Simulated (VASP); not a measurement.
Here is a VASP 6.6.1 calculation.

Contents of INCAR:

```
ALGO = Normal ; EDIFF = 1E-7
ENCUT = 520 ; GGA = PE
ISIF = 2 ; ISMEAR = -1
ISPIN = 2 ; LASPH = True
LCHARG = False ; LMAXMIX = 4
LORBIT = 11 ; LREAL = False
LWAVE = False ; MAGMOM = 2 2 0 0
NBANDS = 27 ; NELM = 120
PREC = Accurate ; SIGMA = 0.05
```

KPOINTS

```
k-points
0
Gamma
  10 10 5
```

File POSCAR:

```
CoO
1.0
    3.1976457435      0.0000000000      0.0000000000
   -1.5988228718      2.7692424462      0.0000000000
    0.0000000000      0.0000000000      5.2287097100
Co O
2 2
Direct
    0.3333333333      0.6666666667      0.5033624100
    0.0000000000      0.0000000000      0.0034741400
    0.3333333333      0.6666666667      0.8715556000
    0.0000000000      0.0000000000      0.3716088500
```

Potentials or basis: VASP PAW PBE potentials, release 64 (Co, O).

Launch:

```sh
$ cat potpaw_PBE.64/Co/POTCAR potpaw_PBE.64/O/POTCAR > POTCAR
$ mpirun -np 1 vasp_std > vasp.out
```

Q: Estimate the largest force.

A: 0.310 eV/Å.

Q: Predict the site moments.

A: Co +2.50; O +0.31 μB.

Q: Predict the pressure.

A: 1.4 GPa.

Q: Predict the band gap on the k mesh.

A: None (metal or under the smearing width).

Forces in eV/Å, atoms in the order of the input:
```
Co   0.000  0.000 -0.303
Co   0.000  0.000 -0.310
O    0.000  0.000  0.307
O    0.000  0.000  0.306
```

Caveat: semilocal functionals often make such compounds metallic where correlation or magnetic order opens a gap, which also shifts bond lengths. With open d or f shells a metallic result of PBE can be an artefact of self-interaction; +U or a hybrid may open a gap.
